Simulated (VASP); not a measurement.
**Zn: single point with LDA**

Crystal: Zn.

```
Zn
1.0
    -1.58473    1.58473    1.56904
     1.58473   -1.58473    1.56904
     1.55335    1.55335   -1.56904
Zn
1
Direct
  0.00000 0.00000 0.00000
```

The cell isn't the ideal one: strain -0.0200 x Voigt [0, 0, 0, 0, 0, 1], atoms carried along.

```json
{
 "Program": "VASP 6.6.1",
 "Task": "single point",
 "Functional": "LDA",
 "Potentials or basis": "VASP PAW LDA potentials, release 64 (Zn)",
 "Cutoff": "520 eV",
 "k mesh": "22 × 22 × 22",
 "Occupations": "gaussian, width 0.15 eV",
 "Spin": "no spin polarisation"
}
```

* Pressure: -7.9 GPa
* Band gap on the k mesh: none (metal or under the smearing width)

Stress tensor (GPa, compression positive):
```
-7.84 -0.12  0.00
-0.12 -7.84  0.00
 0.00  0.00 -7.88
```

Levels at points of the mesh, in eV from the Fermi level:
| k point | band 3 | band 4 | band 5 | band 6 | band 7 | band 8 | band 9 | band 10 |
| --- | --- | --- | --- | --- | --- | --- | --- | --- |
| (0.00, 0.00, 0.00) | -7.84 | -7.80 | -7.33 | -7.33 | 18.36 | 18.72 | 18.98 | 20.66 |
| (0.50, 0.00, 0.00) | -7.36 | -7.30 | -7.00 | -2.62 | -1.06 | 11.07 | 12.71 | 15.27 |
| (0.50, 0.50, 0.00) | -7.35 | -7.28 | -7.02 | -2.73 | -1.27 | 11.33 | 12.76 | 15.46 |
| (0.00, 0.00, 0.50) | -7.37 | -7.32 | -6.98 | -2.52 | -0.85 | 10.93 | 12.52 | 15.20 |
| (0.50, 0.50, 0.50) | -7.11 | -7.08 | -7.06 | 4.04 | 4.12 | 4.21 | 7.26 | 8.67 |

Run time: 99 s on 1 thread of Intel(R) Xeon(R) Platinum 8559C (Emerald Rapids), with other jobs on the host, peak memory 0.35 GiB.
